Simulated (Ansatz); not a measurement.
Runs of Ansatz 0.2.0 on AlGaN2. Symmetry: P-4m2, No. 115, tetragonal system. Conventional cell: a = 3.141 Å, b = 3.141 Å, c = 4.424 Å, α = 90.00°, β = 90.00°, γ = 90.00°. Ga (site symmetry -4m2) is surrounded by 4 N at 1.95 Å. Al (site symmetry -4m2) is surrounded by 4 N at 1.89 Å. N (site symmetry 2mm) is surrounded by 2 Al at 1.89 Å and 2 Ga at 1.95 Å. The cell comes from a database or a generator and needn't be the stable form of this composition.

| task | level | cutoff (eV) | points for each segment of the path | gap on the mesh (eV) | pressure (GPa) | V0 of scaled cells (Å³/atom) | B0 (GPa) | largest force (eV/Å) |
| --- | --- | --- | --- | --- | --- | --- | --- | --- |
| equation of state | LDA | 420 | - | - | - | (c) | 206 | - |
| equation of state | r2SCAN | 500 | - | - | - | 10.89 | 204 | - |
| band structure | r2SCAN | 500 | 14 | (b) | -0.4 | - | - | 0.09 |
| band structure | LDA | 420 | 14 | (a) | -5.0 | - | - | 0.20 |

Alike in all rows: potentials or basis Ansatz PAW; no spin polarisation; cell as given; k mesh 9 × 9 × 6; smearing fermi-dirac 0.05 eV.

Q: Estimate the missing entries.

A: (a) 2.86; (b) 3.35; (c) 10.64.

Caveats: the cell was scaled at fixed shape and fractional positions, which overstates the stiffness of a crystal with free parameters, most of all of layers and chains (some runs); the PAW data sets come from PBE, with cores solved anew for the run's functional, which leaves a small shift of forces and pressure (some runs); the PAW data sets were made with another functional, which shifts forces and pressure a little (some runs).

A k mesh can miss the band edges, and the runs leave out spin-orbit coupling on Ga.
